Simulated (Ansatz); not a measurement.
Input and command of a plane-wave DFT calculation in Ansatz:

```yaml
crystal:
  lattice:
    - [3.1835586449, 3.1835586449, -3.1835586449]
    - [-3.1835586449, -3.1835586449, -3.1835586449]
    - [-3.1835586449, 3.1835586449, 3.1835586449]
  atoms:
    - { symbol: W, position: [0.0, 0.523558542, 0.023558542] }
    - { symbol: W, position: [0.5, 0.5, 0.0] }
    - { symbol: W, position: [0.0, 0.5, 0.5] }
    - { symbol: W, position: [0.5, 0.5, 0.5] }
    - { symbol: W, position: [0.0, 0.0, 0.0] }
    - { symbol: W, position: [0.5, 0.0, 0.0] }
    - { symbol: W, position: [0.0, 0.0, 0.5] }
    - { symbol: W, position: [0.5, 0.0, 0.5] }
basis:
  ecutwfc: 420
kpoints:
  mp_grid: { grid: [14, 14, 14] }
hamiltonian:
  xc: pbe
scf:
  occupations: { method: gaussian, width: 0.15 }
output:
  forces: true
  stress: true
  eigenvalues: true
```

```bash
ansatz run input.yaml --threads 2 --pin off --max-ram 5120MiB --backend cpu --events-out ev --progress --plain --runs-dir out
```

Processor: AMD EPYC 7R43 64-Core Processor (Zen 3), 2 threads, on a host shared with other jobs.

Question: Estimate time, memory and problem size.

Answer: About 56 s on 2 threads of AMD EPYC 7R43 64-Core Processor (Zen 3), on a shared host, peak memory 1.5 GiB. It solves 68 bands at 244 k points (the mesh reduced by symmetry) with about 2491 plane waves, in 6 SCF iterations.
